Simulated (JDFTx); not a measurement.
# Sb (Pm-3m) in JDFTx: equation of state

How stiff is Sb in PBE, and what volume does it want? The cell is scaled to several volumes.

Program: JDFTx 1.7.0 (patched build). These are calculated values, not measurements. Logs are shortened: lines on timing, memory, paths and dates and some standing lists are left out, and cuts for length are marked. The log counts tension as positive stress, the text compression.

## 1. The structure

It takes space group Pm-3m (No. 221, cubic). Conventional cell: a = 3.160 Å, b = 3.160 Å, c = 3.160 Å, α = 90.00°, β = 90.00°, γ = 90.00°. Sb (site symmetry m-3m) is surrounded by 6 Sb at 3.16 Å.

This isn't the form of Sb at room conditions, which is rhombohedral.

## 2. Equation of state, PBE, 29.66 Å³/atom (volume scaled by 0.94)

Input file Sb.in:

```
lattice \
    5.8496322966     0.0000000000     0.0000000000 \
    0.0000000000     5.8496322966     0.0000000000 \
    0.0000000000     0.0000000000     5.8496322966
coords-type Lattice
ion Sb     0.0000000000     0.0000000000     0.0000000000 1

ion-species pseudo/Sb.upf
elec-cutoff 40
elec-ex-corr gga-PBE
kpoint-folding 8 8 8
elec-smearing Fermi 0.0018374661
elec-n-bands 13
electronic-SCF nIterations 100 energyDiffThreshold 1e-08
electronic-minimize nIterations 30 energyDiffThreshold 1e-7
forces-output-coords Cartesian

dump-name run.$VAR
dump End Ecomponents EigStats BandEigs Kpoints Forces Stress ElecDensity Dtot KEdensity
```

Potentials or basis: PseudoDojo-SR-PBE-0.5-standard.

Launch:

```
$ jdftx -c 1 -i Sb.in -o Sb.out
```

Output:

```text
*************** JDFTx 1.7.0 (patched build) ***************

[... 9 lines left out ...]
---------- Initializing the Grid ----------
R =
[      5.84963            0            0  ]
[            0      5.84963            0  ]
[            0            0      5.84963  ]
unit cell volume = 200.164
G =
[    1.07412          0          0  ]
[          0    1.07412          0  ]
[          0          0    1.07412  ]
Minimum fftbox size, Smin = [  36  36  36  ]
Chosen fftbox size, S = [  36  36  36  ]

---------- Exchange Correlation functional ----------
Initalized PBE GGA exchange.
Initalized PBE GGA correlation.

---------- Setting up pseudopotentials ----------
Width of ionic core gaussian charges (only for fluid interactions / plotting) set to 0

Reading pseudopotential file 'pseudo/Sb.upf':
  'Sb' pseudopotential, 'PBE' functional
  Generated using ONCVPSP code by D. R. Hamann
  15 valence electrons, 3 orbitals, 6 projectors, 1001 radial grid points, with lMax = 2
    4D    l: 2   occupation: 10.0   eigenvalue: -1.231384
    5S    l: 0   occupation:  2.0   eigenvalue: -0.471527
    5P    l: 1   occupation:  3.0   eigenvalue: -0.177427
  Core radius for overlap checks: 2.05 bohrs.

Initialized 1 species with 1 total atoms.

Folded 1 k-points by 8x8x8 to 512 k-points.

---------- Setting up k-points, bands, fillings ----------
Reduced to 35 k-points under symmetry.
Computing the number of bands and number of electrons
Calculating initial fillings.
nElectrons:  15.000000   nBands: 13   nStates: 35

----- Setting up reduced wavefunction bases (one per k-point) -----
average nbasis = 2419.299 , ideal nbasis = 2418.631

---------- Setting up ewald sum ----------
Optimum gaussian width for ewald sums = 2.333666 bohr.
Real space sum over 1331 unit cells with max indices [  5  5  5  ]
Reciprocal space sum over 1331 terms with max indices [  5  5  5  ]

---------- Allocating electronic variables ----------
Initializing wave functions:  linear combination of atomic orbitals
Note: number of bands (13) exceeds available atomic orbitals (9)
Sb pseudo-atom occupations:   s ( 2 )  p ( 3 )  d ( 10 )
	FillingsUpdate:  mu: +0.393202935  nElectrons: 15.000000
LCAOMinimize: Iter:   0  F: -80.3283192967914488  |grad|_K:  5.907e-05  alpha:  1.000e+00
	FillingsUpdate:  mu: +0.393402664  nElectrons: 15.000000
LCAOMinimize: Iter:   1  F: -80.3283284461874558  |grad|_K:  2.576e-06  alpha:  8.872e-01  linmin: -5.786e-03  cgtest:  5.260e-02
LCAOMinimize: Encountered beta<0, resetting CG.
	FillingsUpdate:  mu: +0.393401852  nElectrons: 15.000000
LCAOMinimize: Iter:   2  F: -80.3283284661587231  |grad|_K:  1.129e-07  alpha:  1.017e+00  linmin: -1.332e-03  cgtest:  4.022e-03
	FillingsUpdate:  mu: +0.393402245  nElectrons: 15.000000
LCAOMinimize: Iter:   3  F: -80.3283284661915928  |grad|_K:  2.635e-09  alpha:  8.874e-01  linmin: -3.064e-02  cgtest:  1.981e-01
LCAOMinimize: Encountered beta<0, resetting CG.
LCAOMinimize: Converged (|Delta F|<1.000000e-06 for 2 iters).

-------- Electronic minimization -----------
Will mix electronic density at each iteration.
	FillingsUpdate:  mu: +0.393402245  nElectrons: 15.000000
	FillingsUpdate:  mu: +0.383412894  nElectrons: 15.000000
SCF: Cycle:  0   F: -80.345576542407102   dF: -1.725e-02   |Residual|: 1.487e-02   |deigs|: 2.465e-01
	FillingsUpdate:  mu: +0.383491317  nElectrons: 15.000000
SCF: Cycle:  1   F: -80.345710193817368   dF: -1.337e-04   |Residual|: 9.010e-03   |deigs|: 4.220e-03
	FillingsUpdate:  mu: +0.383965683  nElectrons: 15.000000
SCF: Cycle:  2   F: -80.345720469836749   dF: -1.028e-05   |Residual|: 1.150e-03   |deigs|: 8.487e-04
	FillingsUpdate:  mu: +0.384089609  nElectrons: 15.000000
SCF: Cycle:  3   F: -80.345723370675785   dF: -2.901e-06   |Residual|: 4.323e-04   |deigs|: 5.749e-04
	FillingsUpdate:  mu: +0.384138892  nElectrons: 15.000000
SCF: Cycle:  4   F: -80.345724575438823   dF: -1.205e-06   |Residual|: 2.073e-04   |deigs|: 2.202e-04
	FillingsUpdate:  mu: +0.384171465  nElectrons: 15.000000
SCF: Cycle:  5   F: -80.345725278695568   dF: -7.033e-07   |Residual|: 1.189e-04   |deigs|: 2.875e-04
	FillingsUpdate:  mu: +0.384174341  nElectrons: 15.000000
SCF: Cycle:  6   F: -80.345725722002342   dF: -4.433e-07   |Residual|: 4.006e-05   |deigs|: 6.601e-04
	FillingsUpdate:  mu: +0.384173402  nElectrons: 15.000000
SCF: Cycle:  7   F: -80.345725924197851   dF: -2.022e-07   |Residual|: 1.787e-05   |deigs|: 1.291e-03
	FillingsUpdate:  mu: +0.384172642  nElectrons: 15.000000
SCF: Cycle:  8   F: -80.345726043525573   dF: -1.193e-07   |Residual|: 7.837e-06   |deigs|: 1.058e-03
	FillingsUpdate:  mu: +0.384172247  nElectrons: 15.000000
SCF: Cycle:  9   F: -80.345726114863595   dF: -7.134e-08   |Residual|: 6.512e-06   |deigs|: 4.575e-04
	FillingsUpdate:  mu: +0.384172058  nElectrons: 15.000000
SCF: Cycle: 10   F: -80.345726160804332   dF: -4.594e-08   |Residual|: 5.027e-06   |deigs|: 2.285e-04
	FillingsUpdate:  mu: +0.384171692  nElectrons: 15.000000
SCF: Cycle: 11   F: -80.345726189248680   dF: -2.844e-08   |Residual|: 1.940e-06   |deigs|: 2.012e-04
	FillingsUpdate:  mu: +0.384171829  nElectrons: 15.000000
SCF: Cycle: 12   F: -80.345726208871852   dF: -1.962e-08   |Residual|: 3.015e-06   |deigs|: 3.096e-04
	FillingsUpdate:  mu: +0.384171835  nElectrons: 15.000000
SCF: Cycle: 13   F: -80.345726221292438   dF: -1.242e-08   |Residual|: 5.028e-06   |deigs|: 4.561e-04
	FillingsUpdate:  mu: +0.384171841  nElectrons: 15.000000
SCF: Cycle: 14   F: -80.345726229733543   dF: -8.441e-09   |Residual|: 5.689e-06   |deigs|: 8.032e-04
	FillingsUpdate:  mu: +0.384171857  nElectrons: 15.000000
SCF: Cycle: 15   F: -80.345726235183051   dF: -5.450e-09   |Residual|: 5.083e-06   |deigs|: 8.476e-04
SCF: Converged (|Delta E|<1.000000e-08 for 2 iters).

Setting wave functions to eigenvectors of Hamiltonian

# Stress tensor in Cartesian coordinates [Eh/a0^3]:
[ -3.46679e-05            0            0  ]
[            0 -3.46679e-05            0  ]
[            0            0 -3.46679e-05  ]

# Ionic positions in lattice coordinates:
ion Sb   0.000000000000000   0.000000000000000   0.000000000000000 1

# Forces in Cartesian coordinates:
force Sb   0.000000000000000   0.000000000000000  -0.000000000000000 1

# Energy components:
   Eewald =      -54.5668428812351749
       EH =       21.6674563183132527
     Eloc =      -69.1241365655874205
      Enl =      -19.4379628682180439
      Exc =      -22.7418884716184131
 Exc_core =       10.6067958797494697
       KE =       53.2511178021440088
-------------------------------------
     Etot =      -80.3454607864523354
       TS =        0.0002654487307144
-------------------------------------
        F =      -80.3457262351830508

IonicMinimize: Iter:   0  F: -80.345726235183051  |grad|_K:  0.000e+00
IonicMinimize: Converged (|grad|_K<1.000000e-04).

#--- Lowdin population analysis ---
# oxidation-state Sb +0.035

Dumping 'run.eigStats' ...
	eMin: -0.687911 at state 0 ( [ +0.000000 +0.000000 +0.000000 ] spin 0 )
	HOMO: +0.383808 at state 20 ( [ +0.125000 +0.250000 +0.375000 ] spin 0 )
	mu  : +0.384172
	LUMO: +0.394054 at state 11 ( [ +0.000000 +0.250000 +0.500000 ] spin 0 )
	eMax: +0.986734 at state 1 ( [ +0.000000 +0.000000 +0.125000 ] spin 0 )
	HOMO-LUMO gap: +0.010246
	Optical gap  : +0.029951 at state 25 ( [ +0.250000 +0.250000 +0.250000 ] spin 0 )
Done!
[note: the HOMO, LUMO and gaps printed at the end count levels as full or empty at half filling, so they show a gap where a level is partly filled]
```

Wall time 43 s (1 thread of Arm Neoverse V1, shared host); peak memory 0.07 GiB.

Results:

```
Free energy            : -2186.3186 eV
Pressure               : 1.0 GPa
Band gap on the k mesh : none (metal or under the smearing width)
```

## 3. Equation of state, PBE, 30.29 Å³/atom (volume scaled by 0.96)

Input file Sb.in:

```
lattice \
    5.8908282476     0.0000000000     0.0000000000 \
    0.0000000000     5.8908282476     0.0000000000 \
    0.0000000000     0.0000000000     5.8908282476
coords-type Lattice
ion Sb     0.0000000000     0.0000000000     0.0000000000 1

ion-species pseudo/Sb.upf
elec-cutoff 40
elec-ex-corr gga-PBE
kpoint-folding 8 8 8
elec-smearing Fermi 0.0018374661
elec-n-bands 13
electronic-SCF nIterations 100 energyDiffThreshold 1e-08
electronic-minimize nIterations 30 energyDiffThreshold 1e-7
forces-output-coords Cartesian

dump-name run.$VAR
dump End Ecomponents EigStats BandEigs Kpoints Forces Stress
```

Potentials or basis: PseudoDojo-SR-PBE-0.5-standard.

Launch:

```
$ jdftx -c 1 -i Sb.in -o Sb.out
```

It took 44 s on 1 thread of Arm Neoverse V1, shared host; peak memory 0.08 GiB.

It converged, with:

* Free energy: -2186.3205 eV
* Pressure: -0.2 GPa
* Band gap on the k mesh: none (metal or under the smearing width)

## 4. Equation of state, PBE, 30.92 Å³/atom (volume scaled by 0.98)

Changes to Sb.in since step 3:

```diff
@@ -1,5 +1,5 @@
 lattice \
-    5.8908282476     0.0000000000     0.0000000000 \
-    0.0000000000     5.8908282476     0.0000000000 \
-    0.0000000000     0.0000000000     5.8908282476
+    5.9314559332     0.0000000000     0.0000000000 \
+    0.0000000000     5.9314559332     0.0000000000 \
+    0.0000000000     0.0000000000     5.9314559332
 coords-type Lattice
```

Launch:

```
$ jdftx -c 1 -i Sb.in -o Sb.out
```

Wall time 45 s (1 thread of Arm Neoverse V1, shared host); peak memory 0.08 GiB.

It converged, with:

```yaml
Free_energy: -2186.3177 eV
Pressure: -1.3 GPa
Band_gap_on_the_k_mesh: none (metal or under the smearing width)
```

## 5. Equation of state, PBE, 31.55 Å³/atom

Changes to Sb.in since step 4:

```diff
@@ -1,5 +1,5 @@
 lattice \
-    5.9314559332     0.0000000000     0.0000000000 \
-    0.0000000000     5.9314559332     0.0000000000 \
-    0.0000000000     0.0000000000     5.9314559332
+    5.9715345538     0.0000000000     0.0000000000 \
+    0.0000000000     5.9715345538     0.0000000000 \
+    0.0000000000     0.0000000000     5.9715345538
 coords-type Lattice
```

Launch:

```
$ jdftx -c 1 -i Sb.in -o Sb.out
```

Run time: 43 s. Hardware: 1 thread of Arm Neoverse V1, shared host; peak memory 0.08 GiB.

The run converged. Its results:

```yaml
Free_energy: -2186.3108 eV
Pressure: -2.3 GPa
Band_gap_on_the_k_mesh: none (metal or under the smearing width)
```

## 6. Equation of state, PBE, 32.19 Å³/atom (volume scaled by 1.02)

Changes to Sb.in since step 5:

```diff
@@ -1,5 +1,5 @@
 lattice \
-    5.9715345538     0.0000000000     0.0000000000 \
-    0.0000000000     5.9715345538     0.0000000000 \
-    0.0000000000     0.0000000000     5.9715345538
+    6.0110822928     0.0000000000     0.0000000000 \
+    0.0000000000     6.0110822928     0.0000000000 \
+    0.0000000000     0.0000000000     6.0110822928
 coords-type Lattice
```

Potentials or basis: PseudoDojo-SR-PBE-0.5-standard.

Launch:

```
$ jdftx -c 1 -i Sb.in -o Sb.out
```

Run time: 42 s. Hardware: 1 thread of Arm Neoverse V1, shared host; peak memory 0.08 GiB.

The run converged. Its results:

```
Free energy            : -2186.3004 eV
Pressure               : -3.2 GPa
Band gap on the k mesh : none (metal or under the smearing width)
```

## 7. Equation of state, PBE, 32.82 Å³/atom (volume scaled by 1.04)

Changes to Sb.in since step 6:

```diff
@@ -1,5 +1,5 @@
 lattice \
-    6.0110822928     0.0000000000     0.0000000000 \
-    0.0000000000     6.0110822928     0.0000000000 \
-    0.0000000000     0.0000000000     6.0110822928
+    6.0501163885     0.0000000000     0.0000000000 \
+    0.0000000000     6.0501163885     0.0000000000 \
+    0.0000000000     0.0000000000     6.0501163885
 coords-type Lattice
```

Launch:

```
$ jdftx -c 1 -i Sb.in -o Sb.out
```

It took 43 s on 1 thread of Arm Neoverse V1, shared host; peak memory 0.08 GiB.

Results (log left out):

```
Free energy            : -2186.2866 eV
Pressure               : -4.0 GPa
Band gap on the k mesh : none (metal or under the smearing width)
```

## 8. Equation of state, PBE, 33.45 Å³/atom (volume scaled by 1.06)

Changes to Sb.in since step 7:

```diff
@@ -1,5 +1,5 @@
 lattice \
-    6.0501163885     0.0000000000     0.0000000000 \
-    0.0000000000     6.0501163885     0.0000000000 \
-    0.0000000000     0.0000000000     6.0501163885
+    6.0886532007     0.0000000000     0.0000000000 \
+    0.0000000000     6.0886532007     0.0000000000 \
+    0.0000000000     0.0000000000     6.0886532007
 coords-type Lattice
```

Launch:

```
$ jdftx -c 1 -i Sb.in -o Sb.out
```

Run time: 42 s. Hardware: 1 thread of Arm Neoverse V1, shared host; peak memory 0.08 GiB.

It converged, with:

* Free energy: -2186.2700 eV
* Pressure: -4.6 GPa
* Band gap on the k mesh: none (metal or under the smearing width)

## 9. Equation of state, PBE

Potentials or basis: PseudoDojo-SR-PBE-0.5-standard.

No new run: the results of the series are fitted here.

Results:

| Property | Result |
| --- | --- |
| Equilibrium volume | 30.22 Å³/atom |
| Bulk modulus | 57 GPa |
| Pressure derivative of the bulk modulus | 4.7 |

Energy against volume, from the lowest point:
| volume (Å³/atom) | energy (meV/atom) |
| --- | --- |
| 29.661 | 1.87 |
| 30.292 | 0.00 |
| 30.923 | 2.75 |
| 31.554 | 9.62 |
| 32.186 | 20.10 |
| 32.817 | 33.85 |
| 33.448 | 50.47 |
